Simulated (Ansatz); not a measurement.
**LaGaS3 in R-3c, a phase reached by a soft mode: following an unstable mode**

Wanted: the energy along a soft mode of LaGaS3 in R-3c, a phase reached by a soft mode and the structure at the end.

Method: DFT PBEsol, scalar-relativistic, plane waves, PAW; PAW set soft_1, in Ansatz 0.2.0.

The structure was built from a prototype and need not be the compound's stable phase.

### Step 1. Set-up

The structure is trigonal, space group R-3c (No. 167). The conventional cell has a = 6.850 Å, b = 6.850 Å, c = 15.170 Å, α = 90.00°, β = 90.00°, γ = 120.00°. Nearest to La lie 9 S at 2.82 to 3.27 Å. Nearest to Ga lie 6 S at 2.42 Å. Nearest to S lie 2 Ga at 2.42 Å and 3 La at 2.82 to 3.27 Å. Farther neighbours and most contacts between anions are not listed.

### Step 2. Zone-centre response

This phase was reached earlier by freezing in an unstable mode of a structure of higher symmetry and relaxing. Its zone-centre modes can show that it is still unstable.

input.yaml reads:

```yaml
crystal:
  lattice:
    - [3.4251140908, 1.9774905423, 5.056606617]
    - [-3.4251140908, 1.9774905423, 5.056606617]
    - [0.0, -3.9549810846, 5.056606617]
  atoms:
    - { symbol: La, position: [0.25, 0.25, 0.25] }
    - { symbol: La, position: [0.75, 0.75, 0.75] }
    - { symbol: Ga, position: [0.5, 0.5, 0.5] }
    - { symbol: Ga, position: [0.0, 0.0, 0.0] }
    - { symbol: S, position: [0.8382002443, 0.25, 0.6617997557] }
    - { symbol: S, position: [0.1617997557, 0.75, 0.3382002443] }
    - { symbol: S, position: [0.3382002443, 0.1617997557, 0.75] }
    - { symbol: S, position: [0.6617997557, 0.8382002443, 0.25] }
    - { symbol: S, position: [0.75, 0.3382002443, 0.1617997557] }
    - { symbol: S, position: [0.25, 0.6617997557, 0.8382002443] }
kpoints:
  mp_grid: { grid: [6, 6, 6] }
hamiltonian:
  xc: pbesol
  pseudopotentials: { kind: paw, azcp: { folder: soft_1 }, xc_functional: pbe }
scf:
  occupations: { method: fixed }
output:
  eigenvalues: true
phonons:
  method: dfpt
  dielectric: true
  rigid_motions: translations
```

Started as:

```
> ansatz run input.yaml --threads 8 --pin off --max-ram 16384MiB --backend cpu --events-out ev --progress --plain --runs-dir out
```

Numbers of over 12 decimals in the logs are rounded to 6 here.

What it wrote:

```text
Engine: ansatz 0.2.0, aarch64-unknown-linux-gnu
Pseudopotentials: kind: paw
Pseudopotential: La, paw, valence charge 11, recommended cutoff 420 eV (normal), soft_1/La.paw.azcp
Pseudopotential: Ga, paw, valence charge 13, recommended cutoff 420 eV (normal), soft_1/Ga.paw.azcp
Pseudopotential: S, paw, valence charge 6, recommended cutoff 420 eV (normal), soft_1/S.paw.azcp
Functional definition: PBEsol
  exchange = pbesol_x
  correlation = pbesol_c
Crystal: 10 atoms, lattice volume = 205.494 Å³
Basis set: ecut = 420 eV, 4043 PW (Γ), exchange–correlation on 96×96×96 points (8 copies of the dense FFT grid, shifted against one another)
Bands: 52, of which v1, the nominal top of the filled ones, is band 42 counted from 1 (41 counted from 0)
Symmetry: 12 space group operations
k-points: 112 of 216 (irreducible under 1 space group operation, time reversal used)
Non-local potential: La, projectors of the file, l = 0: 3, l = 1: 2, l = 2: 2, l = 3: 3
Non-local potential: Ga, projectors of the file, l = 0: 2, l = 1: 2, l = 2: 3, l = 3: 1
Non-local potential: S, projectors of the file, l = 0: 2, l = 1: 2, l = 2: 1
PAW form: soft (Blöchl's): semilocal exchange-correlation on the pseudo side does not see the compensation charge
PAW frozen core: La, regenerated for the run's functional, and the local potential with it (the file was generated under x = pbe(κ = 0.804, μ = 0.219515), c = pbe(β = 0.066725))
PAW frozen core: Ga, regenerated for the run's functional, and the local potential with it (the file was generated under x = pbe(κ = 0.804, μ = 0.219515), c = pbe(β = 0.066725))
PAW frozen core: S, regenerated for the run's functional, and the local potential with it (the file was generated under x = pbe(κ = 0.804, μ = 0.219515), c = pbe(β = 0.066725))
PAW one-centre angular grid: La, 590 points (default); XC on 64 Gauss nodes
PAW one-centre angular grid: Ga, 590 points (default); XC on 64 Gauss nodes
PAW one-centre angular grid: S, 110 points (default); XC on 64 Gauss nodes
Initial density: superposition of atomic densities (chi_scale 0.1, normalization cell, long waves kept (reshape's long-wave potential 0.00 eV rms))
Initial wavefunctions: pseudopotential atomic-orbital guess
Functional: x = pbesol(κ = 0.804, μ = 0.123457), c = pbesol(β = 0.046)
SCF iter   1: F=—  HF=-25133.797563 eV  |F-HF|=—  |Δ(HF+E_count)|=         —  Δρ=4.76e-2  dr2=9.16e0  ethr=3.10e-3  ⟨swp⟩=5.5  Hψ=22162  notcnv=0  defer=146
preconditioner: auto → Resta (q_TF=auto, 2.350 Å⁻¹)  ε∞=6.7  [insulator: Δε(μ)=0.321 eV  Ē_g=9.713 eV  n_scr=56 (ndim 8)  ℏωp=23.2 eV  f_vac=0.000  ε∞_Penn≈6.7]
SCF iter   2: F=—  HF=-25132.164492 eV  |F-HF|=—  |Δ(HF+E_count)|=    1.63e0  Δρ=2.39e-2  dr2=1.01e0  ethr=3.10e-3  ⟨swp⟩=6.7  Hψ=14174  notcnv=0  defer=790
SCF iter   3: F=—  HF=-25131.949451 eV  |F-HF|=—  |Δ(HF+E_count)|=   2.15e-1  Δρ=1.01e-2  dr2=1.89e-1  ethr=1.20e-3  ⟨swp⟩=3.3  Hψ=9438  notcnv=0  defer=890
SCF iter   4: F=—  HF=-25131.917575 eV  |F-HF|=—  |Δ(HF+E_count)|=   3.19e-2  Δρ=1.84e-3  dr2=9.77e-3  ethr=2.24e-4  ⟨swp⟩=4.0  Hψ=8473  notcnv=0  defer=896
SCF iter   5: F=—  HF=-25131.918862 eV  |F-HF|=—  |Δ(HF+E_count)|=   1.29e-3  Δρ=9.89e-4  dr2=1.52e-3  ethr=1.16e-5  ⟨swp⟩=4.7  Hψ=9819  notcnv=0  defer=896
SCF iter   6: F=—  HF=-25131.918158 eV  |F-HF|=—  |Δ(HF+E_count)|=   7.04e-4  Δρ=2.99e-4  dr2=2.42e-4  ethr=1.81e-6  ⟨swp⟩=3.8  Hψ=9925  notcnv=0  defer=896
SCF iter   7: F=—  HF=-25131.918196 eV  |F-HF|=—  |Δ(HF+E_count)|=   3.81e-5  Δρ=8.62e-5  dr2=2.02e-5  ethr=2.88e-7  ⟨swp⟩=2.0  Hψ=10166  notcnv=0  defer=896
SCF iter   8: F=—  HF=-25131.918198 eV  |F-HF|=—  |Δ(HF+E_count)|=   1.45e-6  Δρ=1.92e-5  dr2=1.05e-6  ethr=2.41e-8  ⟨swp⟩=3.0  Hψ=10226  notcnv=0  defer=896
SCF iter   9: F=—  HF=-25131.918121 eV  |F-HF|=—  |Δ(HF+E_count)|=   7.71e-5  Δρ=3.20e-6  dr2=2.24e-8  ethr=1.26e-9  ⟨swp⟩=2.0  Hψ=10355  notcnv=0  defer=856
SCF iter  10: F=—  HF=-25131.918121 eV  |F-HF|=—  |Δ(HF+E_count)|=   4.71e-9  Δρ=8.29e-7  dr2=2.35e-9  ethr=2.67e-11  ⟨swp⟩=2.2  Hψ=10208  notcnv=0  defer=856
SCF iter  11: F=-25131.918121 eV  HF=-25131.918121 eV  |F-HF|=1.82e-11  |Δ(HF+E_count)|=  1.24e-10  Δρ=1.66e-7  dr2=5.27e-11  ethr=1.00e-12  ⟨swp⟩=22.0  Hψ=57001  notcnv=0
SCF 1 converged in 11 iterations: F = -25131.918121 eV  dr2 = 5.27e-11
  greatest PAW one-centre occupation: 0.996 electrons in one spin orbital (limit 2), on the Ga atom at site 3 (counted from 0), in its partial waves of l = 2
NSCF: frozen V_eff on 6 k-points
DFPT response loops at Γ: preconditioner auto → Resta (q_TF=auto, 2.350 Å⁻¹)  ε∞=11.5 (no band partly filled); β = 1.00, the filter's whole step (`scf.mixing.beta` (0.50) is not read by the response loops at its default; to damp them type it under 1.00, their step now; it binds the ground state too); Broyden in place of MSR1
── the response to a field inside a basis, on 10×10×10 k-points: an SCF that follows is theirs, and a resumed run solves both again ──
Bands: 43, of which v1, the nominal top of the filled ones, is band 42 counted from 1 (41 counted from 0)
k-points: 110 of 1000
Initial density: handed on by an earlier stage of this run
Initial wavefunctions: pseudopotential atomic-orbital guess (no wavefunctions were taken with the density)
Eigensolver: Dense (110 Hₖ)
SCF iter   1: F=—  HF=-25131.613620 eV  |F-HF|=—  |Δ(HF+E_count)|=         —  Δρ=4.41e-4  dr2=1.76e-4  ethr=1.00e-1
preconditioner: auto → Resta (q_TF=auto, 2.350 Å⁻¹)  ε∞=5.8  [insulator: Δε(μ)=0.509 eV  Ē_g=10.532 eV  n_scr=56 (ndim 8)  ℏωp=23.2 eV  f_vac=0.000  ε∞_Penn≈5.8]
SCF iter   2: F=—  HF=-25131.613631 eV  |F-HF|=—  |Δ(HF+E_count)|=   1.10e-5  Δρ=2.30e-4  dr2=5.17e-5  ethr=2.09e-7
SCF iter   3: F=—  HF=-25131.613647 eV  |F-HF|=—  |Δ(HF+E_count)|=   1.58e-5  Δρ=8.31e-5  dr2=9.45e-6  ethr=6.15e-8
SCF iter   4: F=—  HF=-25131.613646 eV  |F-HF|=—  |Δ(HF+E_count)|=   6.66e-7  Δρ=1.43e-5  dr2=4.00e-7  ethr=1.13e-8
SCF iter   5: F=-25131.613647 eV  HF=-25131.613647 eV  |F-HF|=7.77e-9  |Δ(HF+E_count)|=   2.20e-7  Δρ=4.45e-6  dr2=5.85e-8  ethr=4.76e-10
SCF 1 converged in 5 iterations: F = -25131.613647 eV  dr2 = 5.85e-8
DFPT response loops at Γ: preconditioner auto → Resta (q_TF=auto, 2.350 Å⁻¹)  ε∞=10.8 (no band partly filled); β = 1.00, the filter's whole step (`scf.mixing.beta` (0.50) is not read by the response loops at its default; to damp them type it under 1.00, their step now; it binds the ground state too); Broyden in place of MSR1
WARN: field response: inside a basis, on 10×10×10 points, no mesh in reach settles it: take ε∞, Z* and everything formed from them with what they may err, as stated (eps_inf_uncertainty, zstar_uncertainty_e), and compare with field_mesh: kpoints on a denser kpoints.mp_grid
WARN: field response: ε∞ stands inside a basis, on 10×10×10 points; the force constants stand on the 6×6×6 k-mesh, whose period is 13.58 times the interband length at k = (0.0000, 0.0000, 0.0000), direct gap 0.455 eV, under 14: take them and everything formed from them as unconverged, and compare with a denser kpoints.mp_grid
SCF converged after 11 iterations
Free energy (F): -25131.918121 eV
Harris-Foulkes:  -25131.918121 eV  (|F-HF|=1.82e-11)
Internal energy: -25131.918121 eV  (E = F + TS)
E sigma→0 (E₀):  -25131.918121 eV
Fermi energy:    9.230104 eV
--- Per-component energies (eV) ---
  E_band       = -98.057513
  E_kinetic    = 1232.365059
  E_local      = -4458.496042  (includes V_loc(G=0)·N_el)
  E_nonlocal   = 207.881475
  E_hartree    = 2428.731991
  E_xc         = -939.663773
  E_vxc        = -900.258822  (∫ρ·V_xc dr)
  E_paw        = -18124.948545  (= ΣΔE_a)
  E_vpaw       = -1037.012648  (= ΣTr[D̂ρ^β])
  E_aug_tail   = -0.000398  (compensation charges beyond the density's cutoff)
  E_ewald      = -5480.223615
  E_core_change = 2.435727  (= ΣΔE_core)
  E_smearing   = -0.000000  (= −TS)
  E_closure    = -0.000000  (closes the sum)
  Σ components = -25131.918121   (vs F -25131.918121, Δ=0.00e0)
--- Band table (eV; the first three rows and the last of 112) ---
  k-point 0: bands = [... 38 lower, 8.2177, 8.7067, 8.7067, 9.2301, 9.6846, 11.2188, 11.4476, 11.4476, ... 6 higher]
  k-point 1: bands = [... 38 lower, 8.2072, 8.5944, 8.6527, 9.0976, 9.7533, 11.2869, 11.4508, 11.4545, ... 6 higher]
  k-point 2: bands = [... 38 lower, 8.1373, 8.1599, 8.6887, 8.9386, 10.0575, 11.1733, 11.4473, 11.4693, ... 6 higher]
  k-point 111: bands = [... 38 lower, 7.5882, 7.5882, 7.5882, 7.5882, 10.7427, 10.7427, 11.5900, 11.5900, ... 6 higher]
--- Phonons (Γ-DFPT): 6 representative perturbations + reference, on 112 of 216 k-points (Σ response iterations 26) ---
  k mesh reduced under 1 symmetry operation, with k and −k counted as one. Each operation leaves every solved perturbation unchanged. A smaller set is not considered because the run solves the response to a homogeneous field
  ASR residual: 2.149e-4 → 0.000e0 eV/Å²; symmetrization residual: 2.354e-5 eV/Å²
  ASR residual per site (eV/Å²): 7.22e-5 7.22e-5 2.15e-4 2.15e-4 1.01e-4 1.01e-4 1.07e-4 1.07e-4 1.01e-4 1.01e-4
  Γ frequencies (cm⁻¹): -43.12 -43.12 -24.81 0.00 0.00 0.00 28.41 28.41 38.96 74.28 74.28 85.76 118.41 118.41 139.12 183.98 186.67 186.67 198.68 198.68 222.87 232.48 232.48 243.76 283.09 284.01 284.01 341.23 341.23 353.89
  ε∞ (high-frequency dielectric tensor):
       10.806744    -0.000000     0.000000
       -0.000000    10.806744    -0.000000
        0.000000    -0.000000    11.634839
  softest optical mode at Γ: -43.12 cm⁻¹; the repairs (sum rule, projections) moved no ω² at Γ by more than (2.63 cm⁻¹)²
  Born effective charges Z* (e; rows j = field, columns β = displacement):
    site 0:
         4.68826   -0.00000   -0.00000
         0.00000    4.68826   -0.00000
         0.00000   -0.00000    3.96525
    site 1:
         4.68826   -0.00000   -0.00000
         0.00000    4.68826   -0.00000
         0.00000   -0.00000    3.96525
    site 2:
         4.34079    0.43759   -0.00000
        -0.43759    4.34079   -0.00000
         0.00000   -0.00000    3.79258
    site 3:
         4.34079   -0.43759    0.00000
         0.43759    4.34079   -0.00000
        -0.00000   -0.00000    3.79258
    site 4:
        -3.02911    0.03364   -0.17418
         0.03364   -2.99026    0.10056
        -0.68637    0.39628   -2.58594
    site 5:
        -3.02911    0.03364   -0.17418
         0.03364   -2.99026    0.10056
        -0.68637    0.39628   -2.58594
    site 6:
        -2.97084    0.00000    0.00000
         0.00000   -3.04853   -0.20112
         0.00000   -0.79255   -2.58594
    site 7:
        -2.97084    0.00000   -0.00000
         0.00000   -3.04853   -0.20112
         0.00000   -0.79255   -2.58594
    site 8:
        -3.02911   -0.03364    0.17418
        -0.03364   -2.99026    0.10056
         0.68637    0.39628   -2.58594
    site 9:
        -3.02911   -0.03364    0.17418
        -0.03364   -2.99026    0.10056
         0.68637    0.39628   -2.58594
  Z* charge neutrality: 1.575e-2 e pre-enforcement
  solved inside a basis spanned on kpoints, on 10×10×10 k-points, which do not settle them: ε∞ is read to err by 1.4e-1, Z* by 6.1e-2 e (field_mesh: kpoints solves on kpoints); Z* is corrected for what the basis lacks
  optical modes at Γ without the LO–TO term, one row a degenerate level:
      ω (cm⁻¹)  modes    IR ((D/Å)²/amu)
        -43.12      2            25.2630
        -24.81      1            24.8660
         28.41      2             0.0000
         38.96      1             0.0000
         74.28      2             2.6716
         85.76      1             1.5391
        118.41      2             0.0000
[...]
optical modes at Γ + LO–TO along q̂ = [1.0000, 0.0000, 0.0000]:
      ω (cm⁻¹)  modes    IR ((D/Å)²/amu)
[...]
optical modes at Γ + LO–TO along q̂ = [0.0000, 1.0000, 0.0000]:
      ω (cm⁻¹)  modes    IR ((D/Å)²/amu)
[...]
optical modes at Γ + LO–TO along q̂ = [0.0000, 0.0000, 1.0000]:
      ω (cm⁻¹)  modes    IR ((D/Å)²/amu)
[...]
129.70      1            11.4300
        139.12      1             0.0000
        183.98      1             0.0000
        186.67      2            12.7808
        198.68      2             0.0000
        222.87      1             0.0000
        232.48      2            73.5926
        283.09      1             0.0000
        284.01      2             0.0000
        289.99      1            34.4766
        341.23      2             3.8956
        353.89      1             0.0000
```

Wall time 5.7 min (8 threads of Arm Neoverse V1, shared host); peak memory 5.6 GiB; 43 min of CPU time.

Numbers from this step:

```
gap on the k-mesh                                       : 0.4545 eV
volume per atom                                         : 20.55 Å³
sum-rule residual before enforcement                    : 2.15e-4 eV/Å²
miss of the charge sum rule                             : 0.01575 e
estimated error of the dielectric tensor                : 0.1356
estimated error of the Born charges                     : 0.06062 e
point group                                             : -3m
highest optical mode at the zone centre (no LO-TO term) : 353.9 cm⁻¹
lowest optical zone-centre mode                         : -43.12 cm⁻¹
mean high-frequency dielectric constant                 : 11.08
largest Born charge (third of the trace)                : 4.447 e
top of the zone-centre spectrum with the field          : 353.9 cm⁻¹
```

Patterns of degenerate modes are one choice out of their space. Modes at Γ, with each element's share of the kinetic energy (negative means imaginary):

```
mode  frequency (cm⁻¹)  symmetry  La %  Ga %  S %
   1             -43.1        Eu     5     4   92
   2             -43.1        Eu     5     4   92
   3             -24.8       A2u    31     1   68
   4               0.0  acoustic    46    23   32
   5               0.0  acoustic    46    23   32
   6               0.0  acoustic    46    23   32
   7              28.4        Eg    33     0   67
   8              28.4        Eg    33     0   67
   9              39.0       A2g    98     0    2
  10              74.3        Eu    27    66    7
  11              74.3        Eu    27    66    7
  12              85.8       A2u    24    63   14
  13             118.4        Eg    62     0   38
  14             118.4        Eg    62     0   38
  15             139.1       A2g     2     0   98
  16             184.0       A1u     0    97    3
  17             186.7        Eu    14    69   17
  18             186.7        Eu    14    69   17
  19             198.7        Eg     0     0  100
  20             198.7        Eg     0     0  100
  21             222.9       A1g     0     0  100
  22             232.5        Eu     8    32   60
  23             232.5        Eu     8    32   60
  24             243.8       A2u     0    13   87
  25             283.1       A1u     0     3   97
  26             284.0        Eg     5     0   95
  27             284.0        Eg     5     0   95
  28             341.2        Eu     1     7   93
  29             341.2        Eu     1     7   93
  30             353.9       A2g     0     0  100
```

Displacements in mode 1 (-43.1 cm⁻¹), the largest set to 1:
```
La1 -0.04  0.17  0.00
La2 -0.04  0.17  0.00
Ga3 -0.15  0.17  0.00
Ga4  0.06  0.22  0.00
S5   0.54 -0.25 -0.69
S6   0.54 -0.25 -0.69
S7  -0.02 -0.86  1.00
S8  -0.02 -0.86  1.00
S9  -0.27 -0.07 -0.31
S10 -0.27 -0.07 -0.31
```

Displacements in mode 9 (39.0 cm⁻¹), the largest set to 1:
```
La1  0.00  0.00  1.00
La2  0.00  0.00 -1.00
Ga3  0.00  0.00  0.00
Ga4  0.00  0.00  0.00
S5  -0.09  0.05  0.11
S6   0.09 -0.05 -0.11
S7   0.00  0.10 -0.11
S8   0.00 -0.10  0.11
S9  -0.09 -0.05 -0.11
S10  0.09  0.05  0.11
```

Before it was imposed, the acoustic sum rule was missed by 2.1e-4 eV/Å² and the charge sum rule by 0.016 e. Small misses are needed for a sound result but don't prove that mesh and cutoff are converged. The lowest optical mode is imaginary, 43.1i cm⁻¹, so the energy falls along it.

The log warns of the k mesh: “the force constants stand on the 6×6×6 k-mesh, whose period is 13.58 times the interband length at k = (0.0000, 0.0000, 0.0000), direct gap 0.455 eV, under 14: take them and everything formed from them as unconverged”.

### Step 3. The mode frozen in, largest atomic shift 0 Å

The mode followed lies at Γ with frequency 43.1i cm⁻¹ and is 2-fold degenerate, the softest among the wavevectors solved. At small amplitude the distorted cell has space group no. 9 by a symmetry search on the positions. The undistorted cell that holds it gives the zero of energy on the same k mesh.

Edit input.yaml of step 2 so:

```diff
@@ -22,8 +22,6 @@
 scf:
-  occupations: { method: fixed }
+  occupations: { method: gaussian, width: 0.02 }
 output:
+  forces: true
+  stress: true
   eigenvalues: true
-phonons:
-  method: dfpt
-  dielectric: true
-  rigid_motions: translations
```

What it wrote:

```text
[...]
Crystal: 10 atoms, lattice volume = 205.494 Å³
Basis set: ecut = 420 eV, 4043 PW (Γ), exchange–correlation on 90×90×90 points (8 copies of the dense FFT grid, shifted against one another)
Bands: 52, of which v1, the nominal top of the filled ones, is band 42 counted from 1 (41 counted from 0)
Symmetry: 12 space group operations
[...]
k-points: 32 of 216
[...]
k-point 0: bands = [... 38 lower, 8.2177, 8.7067, 8.7067, 9.2301, 9.6846, 11.2188, 11.4477, 11.4477, ... 5 higher]
  k-point 1: bands = [... 38 lower, 8.2071, 8.5944, 8.6527, 9.0976, 9.7533, 11.2869, 11.4508, 11.4545, ... 5 higher]
  k-point 2: bands = [... 38 lower, 8.1373, 8.1599, 8.6887, 8.9386, 10.0576, 11.1734, 11.4473, 11.4693, ... 5 higher]
  k-point 31: bands = [... 38 lower, 7.5882, 7.5882, 7.5882, 7.5882, 10.7427, 10.7427, 11.5900, 11.5900, ... 5 higher]
[key lines of the parts left out:]
SCF converged after 10 iterations
Free energy (F): -25131.918121 eV
Fermi energy:    9.457367 eV
P = ⅓ Tr σ = 0.0040 GPa (0.040 kbar)
```

The job ended after 5.3 s (8 threads; peak memory 0.98 GiB).

This step gave:

| Item | Value |
| --- | --- |
| pressure | 0.004025 GPa |
| energy from the undistorted cell | 0 meV/atom |

At this level the gap is 0.45 eV on the k-mesh of the self-consistent run, which can miss the band edges.

[end of part 1 of 3]

[Logs are printed without paths, hosts, clocks, repeated set-up lines and the standing remarks that a program may print on its own settings, such as how far it seeks lower states.]

[Hosts, paths, dates, database ids (printed as entryN), source tags and the programs' standing remarks are cut or masked in the printed files.]
